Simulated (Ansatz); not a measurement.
Runs of Ansatz 0.2.0 on Ca. It takes space group Fm-3m (No. 225, cubic). Conventional cell: a = 5.588 Å, b = 5.588 Å, c = 5.588 Å, α = 90.00°, β = 90.00°, γ = 90.00°. Around Ca (site symmetry m-3m) lie 12 Ca at 3.95 Å. 

| task | level | cell | cutoff (eV) | smearing | gap on the mesh (eV) | pressure (GPa) |
| --- | --- | --- | --- | --- | --- | --- |
| single point | LDA | volume scaled by 0.96 | 83 | methfessel-paxton 0.2 eV | none | (a) |
| relaxation of cell and atoms | PBEsol | relaxed | - | fermi-dirac 0.05 eV | - | 0.0 |
| relaxation of cell and atoms | PBEsol | relaxed to 10 GPa | - | fermi-dirac 0.05 eV | - | 10.0 |
| relaxation of cell and atoms | PBEsol | relaxed to 30 GPa | - | fermi-dirac 0.05 eV | - | 30.0 |
| single point | RPBE | as given | 78 | gaussian 0.1 eV | none | 0.3 |
| relaxation of cell and atoms | PBEsol | relaxed to 20 GPa | - | fermi-dirac 0.05 eV | - | 20.0 |
| single point | PBEsol | as given | 79 | gaussian 0.1 eV | none | -1.2 |
| relaxation of cell and atoms | PBEsol | relaxed to 5 GPa | - | fermi-dirac 0.05 eV | - | 5.0 |
| single point | PBEsol | strain_shear_xy = 0 | 79 | fermi-dirac 0.05 eV | none | -1.2 |

Alike in all rows: potentials or basis all-electron LAPW, scalar-relativistic; no spin polarisation; k mesh 8 × 8 × 8; basis error allowed 0.001 eV/atom.

Problem. Estimate the missing entries.

Solution. (a) -1.6.

A gap of «none» marks a metal or a gap under the smearing width.

Runs at the PBE level aren't shown here.
